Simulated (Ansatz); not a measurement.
## Si: a fit and a missing row

Si, I4/mmm, a = 6.692 Å, c = 3.861 Å. This isn't the element's structure at ambient conditions. Ansatz: PBE, PAW, 420 eV, Γ-centred 10×10×10 mesh on 4 atoms, Gaussian smearing 0.01 eV; no spin polarisation. Shape and atoms are relaxed at each volume; pressure is positive in compression.

| V (Å³/atom) | P (GPa) |
| --- | --- |
| 19.017 | 13.45 |
| 19.665 | 9.30 |
| 20.314 | 5.71 |
| 20.962 | 2.63 |
| 21.610 | 0.00 |
| 22.259 | -2.25 |
| 22.907 | -4.16 |
| 23.771 | ? |

Q: Take V0 = 21.610 Å³/atom, fit the third-order Birch–Murnaghan form to the other rows, and predict the missing pressure.

A: With the Eulerian strain f = ½[(V0/V)^(2/3) − 1] and y = P/[3f(1 + 2f)^(5/2)], the form is the line y = B0 + 1.5 B0 (B0′ − 4) f. Rows (f, y): 0.04448, 81.5; 0.03245, 81.6; 0.02105, 81.6; 0.01025, 81.3; -0.00977, 80.6; -0.01906, 80.2. Means f = 0.01323, y = 81.133; Σ(Δf)² = 0.002988, ΣΔfΔy = 0.06598; the slope is their ratio. y = 80.84 + 22.09 f GPa, so B0 = 80.8 GPa and B0′ = 4 + 2 × (22.09)/(3 × 80.84) = 4.18. At V = 23.771, f = -0.03078, y = 80.16 and P = -6.31 GPa. The run gave -6.27 GPa, so the fit is 0.04 GPa too low, within twice the rms miss on the fitted rows (0.03 GPa). The form still works here, 22 % of the fitted range beyond its end.

Where the gap has closed, the smearing of 0.02 eV or less is narrow for a metal on this mesh.